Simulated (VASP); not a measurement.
## From an Ansatz input to VASP: GaSb (rocksalt)

Ansatz input

```yaml
crystal:
  lattice:
    - [0.0, 2.8731179418, 2.8731179418]
    - [2.8731179418, 0.0, 2.8731179418]
    - [2.8731179418, 2.8731179418, 0.0]
  atoms:
    - { symbol: Ga, position: [0.0, 0.0, 0.0] }
    - { symbol: Sb, position: [0.5, 0.5, 0.5] }
kpoints:
  mp_grid: { grid: [8, 8, 8] }
  band_path:
    path:
      - [0.0, 0.0, 0.0]
      - [0.5, 0.0, 0.5]
      - [0.5, 0.25, 0.75]
      - [0.375, 0.375, 0.75]
      - [0.5, 0.5, 0.5]
      - [0.625, 0.25, 0.625]
      - [0.1875, 0.1875, 0.375]
    npoints: 1
hamiltonian:
  xc: pbe
scf:
  occupations: { method: fermi_dirac, width: 0.02 }
  n_extra_bands: 8
magnetization:
  noncollinear: true
  spin_orbit: true
output:
  forces: true
  stress: true
  eigenvalues: true
```

Q: Write VASP inputs for this cell and level of theory.

A: 

INCAR

```
NELM = 120
LCHARG = .FALSE.
IBRION = -1
NSW = 0
GGA_COMPAT = .FALSE.
LASPH = .TRUE.
NBANDS = 29
ISIF = 2
EDIFF = 1E-7
ENCUT = 520
PREC = Accurate
ISMEAR = -1
GGA = PE
LSORBIT = .TRUE.
MAGMOM = 0.0 0.0 0.0 0.0 0.0 0.0
SIGMA = 0.02
LWAVE = .FALSE.
LREAL = .FALSE.
```

KPOINTS

```
KPOINTS created by Atomic Simulation Environment
0
Gamma
8 8 8
0 0 0
```

KPOINTS_OPT

```
special points
7
Reciprocal
0.0000000000 0.0000000000 0.0000000000 1
0.5000000000 0.0000000000 0.5000000000 1
0.5000000000 0.2500000000 0.7500000000 1
0.3750000000 0.3750000000 0.7500000000 1
0.5000000000 0.5000000000 0.5000000000 1
0.6250000000 0.2500000000 0.6250000000 1
0.1875000000 0.1875000000 0.3750000000 1
```

POSCAR

```
Ga Sb
 1.0000000000000000
     0.0000000000000000    2.8731179418333888    2.8731179418333888
     2.8731179418333888   -0.0000000000000000    2.8731179418333888
     2.8731179418333888    2.8731179418333888   -0.0000000000000000
 Ga  Sb
   1   1
Cartesian
 -0.0000000000000000 -0.0000000000000000 -0.0000000000000000
  2.8731179418333888  2.8731179418333888  2.8731179418333888
```

VASP ran with the recommended PBE PAW datasets (18 valence electrons in the cell). Other inputs would serve too.

```tsv
	Ansatz	VASP
gap between bands v and c	-3.09 eV (bands overlap: a metal)	-3.11 eV (bands overlap: a metal)
least direct gap	0.00 eV	0.00 eV
```

Datasets and cutoffs are each program's own. VASP's cell holds 18 valence electrons and Ansatz's 28.
